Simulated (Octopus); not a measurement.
MgO under changes of volume

One of the cells (10.016 Å³/atom); the others are scaled copies at fixed shape and fractional positions:

```
CELL_PARAMETERS angstrom
2.93802 0.00000 0.00000
-1.46901 2.54440 0.00000
0.00000 0.00000 2.67968
ATOMIC_POSITIONS crystal
Mg 0.00000 0.00000 0.00000
O 0.33333 0.66667 0.50000
```

Measurements of this composition are mostly on another form, of space group No. 225.

| Quantity | Value |
| --- | --- |
| Program | Octopus 16.4 |
| Functional | PBEsol |
| Potentials or basis | pseudodojo_pbesol (PseudoDojo 0.4, PBEsol) |
| Grid spacing | 0.122 Å |
| k mesh | 10 × 10 × 10 |
| Occupations | fermi-dirac, width 0.05 eV |
| Spin | no spin polarisation |

```csv
volume (Å³/atom),energy over the lowest point (meV/atom),gap on the mesh (eV)
9.415,1.56,3.43
9.615,0.00,3.26
9.816,?,?
10.016,4.16,2.95
10.216,10.96,2.81
10.417,19.46,2.67
10.617,30.40,2.53
```

What does the run at 9.816 Å³/atom give?

Energy over the lowest point 0.24 meV/atom; gap on the mesh 3.10 eV.

Worked out: A Birch-Murnaghan fit of order 3 (a polynomial in V^(-2/3)) to the other rows has its minimum at 9.64 Å³/atom with B0 = V·E''(V) = 107 GPa (rough, since the energies scatter) at fixed shape and positions, which overstates the stiffness. It gives 0.81 meV/atom at 9.816 Å³/atom, against the run's 0.24. A straight line through the other rows of the gap, of slope -7.46 eV per unit of ln V, gives 3.11 eV, against the run's 3.10.

Energies are extrapolated to zero smearing.

A mesh can miss the band edges.
